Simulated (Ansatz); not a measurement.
Crystal: HgTe.

```
Hg Te
1.0
     0.00000    3.18000    3.18000
     3.18000    0.00000    3.18000
     3.18000    3.18000    0.00000
Hg Te
1 1
Direct
  0.00000 0.00000 0.00000
  0.50000 0.50000 0.50000
```

Measurements of this composition are mostly on another form, of space group No. 216.

| Property | Result |
| --- | --- |
| Program | Ansatz 0.2.0 |
| Task | relaxation of cell and atoms |
| Functional | HSE06 |
| Potentials or basis | Ansatz PAW |
| Cutoff | 420 eV (not typed: the program's choice for these potentials) |
| k mesh | 4 × 4 × 4 |
| Occupations | fermi-dirac, width 0.05 eV |
| Spin | no spin polarisation |

At the start: volume 32.16 Å³/atom.

Where does the relaxation end?

It ends after 5 steps and the volume is 28.74 Å³/atom (-10.6 %); space group Fm-3m (No. 225, to 0.05 Å).

Step by step:
```csv
step,energy change (eV),largest force (eV/Å),volume (Å³)
1,0.0000,0.0000,64.31
2,-0.1040,0.0000,56.50
3,-0.1060,0.0000,57.72
4,-0.1063,0.0000,57.47
5,-0.1038,0.0000,57.47
```

Final structure:
```cif
data_structure
_symmetry_space_group_name_H-M 'P 1'
_symmetry_Int_Tables_number 1
_cell_length_a 4.3317
_cell_length_b 4.3317
_cell_length_c 4.3317
_cell_angle_alpha 60.000
_cell_angle_beta 60.000
_cell_angle_gamma 60.000
_cell_volume 57.47
loop_
_atom_site_label
_atom_site_type_symbol
_atom_site_fract_x
_atom_site_fract_y
_atom_site_fract_z
_atom_site_occupancy
Hg1 Hg 0.00000 0.00000 0.00000 1
Te1 Te 0.50000 0.50000 0.50000 1
```

Caveat: the k mesh is coarse (spacing up to 0.43 Å⁻¹), so the values aren't converged, least of all with exact exchange; the plane-wave basis is chosen anew once the cell has moved, so the energies of steps on either side of that aren't comparable; the volume moved by -11 % from the deposited cell, more than functionals usually miss; the PAW data sets come from PBE, with cores solved anew for the run's functional, which leaves a small shift of forces and pressure.
